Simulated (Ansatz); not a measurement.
# CuO under changes of volume

One of the cells (11.721 Å³/atom); the others are scaled copies at fixed shape and fractional positions:

```
CELL_PARAMETERS angstrom
3.17550 0.00000 0.00000
0.00000 3.17550 0.00000
0.00000 0.00000 4.64953
ATOMIC_POSITIONS crystal
Cu 0.00000 0.00000 0.00000
Cu 0.50000 0.50000 0.00000
O 0.50000 0.00000 0.26700
O 0.00000 0.50000 0.73300
```

The cell was built by a generator and needn't be a form met in nature.

```yaml
Program: Ansatz 0.2.0
Functional: r2SCAN
Potentials_or_basis: Ansatz PAW
Cutoff: "500 eV (not typed: the program's choice for these potentials)"
k_mesh: 8 × 8 × 6
Occupations: fermi-dirac, width 0.05 eV
Spin: no spin polarisation
```

| volume (Å³/atom) | energy over the lowest point (meV/atom) | pressure (GPa) | largest force (eV/Å) |
| --- | --- | --- | --- |
| 11.018 | ? | ? | ? |
| 11.252 | 65.00 | 18.1 | 0.950 |
| 11.487 | 41.77 | 14.0 | 1.217 |
| 11.721 | 24.19 | 10.3 | 1.463 |
| 11.956 | 11.71 | 7.0 | 1.688 |
| 12.190 | 3.80 | 4.1 | 1.895 |
| 12.424 | 0.00 | 1.4 | 2.084 |

Q: What does the run at 11.018 Å³/atom give?

A: Energy over the lowest point 94.53 meV/atom; pressure 22.6 GPa; largest force 0.658 eV/Å.

Worked out: A Birch-Murnaghan fit of order 3 (a polynomial in V^(-2/3)) to the other rows has its minimum at 12.55 Å³/atom, just outside them, with B0 = V·E''(V) = 129 GPa and B' = 4.5 at fixed shape and positions, which overstates the stiffness. It gives 94.42 meV/atom at 11.018 Å³/atom, against the run's 94.53, and -dE/dV = 22.4 GPa, against 22.6.

Energies are extrapolated to zero smearing.

Caveats: the run has no spin polarisation, though such a crystal can be magnetic; the PAW data sets come from PBE, with cores solved anew for the run's functional, which leaves a small shift of forces and pressure; forces of over 1 eV/Å show positions far from the minimum, so gaps and moduli don't describe the material at rest (some runs).
